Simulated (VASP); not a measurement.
# NaF: G0W0 in imaginary time on PBE

NaF, Fm-3m (no. 225), 2 atoms in the cell. PBE, GW; PAW potentials Na_sv_GW, F_GW (PBE set).

GW scheme: G0W0 low-scaling; Iterations: 1; Orbital cutoff (eV): 500; Response cutoff (eV): 100; Empty bands, in units of the plane waves under the response cutoff: 1; Frequency points: 12.

## Input

INCAR.step1:
```
SYSTEM = NaF
PREC = Accurate
ENCUT = 500
ISMEAR = 0
SIGMA = 0.05
LASPH = .TRUE.
LREAL = .FALSE.
GGA = PE
ALGO = Normal
EDIFF = 1E-8
NELM = 150
LWAVE = .TRUE.
LCHARG = .FALSE.
```

INCAR.step2, as INCAR.step1 but for:
```
- ALGO = Normal
- NELM = 150
+ ALGO = Exact
+ NELM = 1
+ ISTART = 1
+ NBANDS = 64
+ LOPTICS = .TRUE.
```

INCAR.step3:
```
SYSTEM = NaF
PREC = Accurate
ENCUT = 500
ISMEAR = 0
SIGMA = 0.05
LASPH = .TRUE.
LREAL = .FALSE.
GGA = PE
ALGO = G0W0R
NBANDS = 64
NBANDSGW = 12
ENCUTGW = 100
NOMEGA = 12
PRECFOCK = Fast
ISTART = 1
LWAVE = .FALSE.
LCHARG = .FALSE.
MAXMEM = 1800
LFOCKSTD = .TRUE.
```

KPOINTS:
```
k-points
0
Gamma
  2 2 2
```

POSCAR:
```
NaF
1.0
    0.0000000000      2.3200000000      2.3200000000
    2.3200000000      0.0000000000      2.3200000000
    2.3200000000      2.3200000000      0.0000000000
Na F
1 1
Direct
    0.0000000000      0.0000000000      0.0000000000
    0.5000000000      0.5000000000      0.5000000000
```

Commands (each step's output is kept before the next begins):
```
cat potpaw_PBE.64/Na_sv_GW/POTCAR potpaw_PBE.64/F_GW/POTCAR > POTCAR
cp INCAR.step1 INCAR
mpirun -np 4 vasp_std > vasp.out
cp INCAR.step2 INCAR
mpirun -np 4 vasp_std > vasp.out
cp INCAR.step3 INCAR
mpirun -np 4 vasp_std > vasp.out
```

## Result

- Quasiparticle gap on the mesh (eV): 10.03
- Gap of the starting point on the mesh (eV): 6.21
- Quasiparticle gap at the zone centre (eV): 10.03
- Starting gap at the zone centre (eV): 6.21
- Correction of the gap between the band edges on the mesh (eV): 3.83
- Shift of the valence top (eV): -2.55
- Shift of the conduction bottom (eV): 1.28
- Z of the valence top at the zone centre: 0.73

Levels near the gap:

| k point | band | start (eV) | quasiparticle (eV) |
|---|---|---|---|
| 0 0 0 | 5 | -20.84 | -24.98 |
| 0 0 0 | 6 | -1.69 | -4.24 |
| 0 0 0 | 7 | -1.69 | -4.24 |
| 0 0 0 | 8 | -1.69 | -4.24 |
| 0 0 0 | 9 | 4.52 | 5.80 |
| 0 0 0 | 10 | 17.15 | 18.44 |
| 0 0 0 | 11 | 17.15 | 18.44 |
| 0 0 0 | 12 | 17.15 | 18.44 |

Limits: the mesh is coarse: neither the gap nor the screening is converged.

VASP 6.6.1 took 51 s on 4 cores (Intel Xeon Platinum 8488C (Sapphire Rapids)), a shared host.
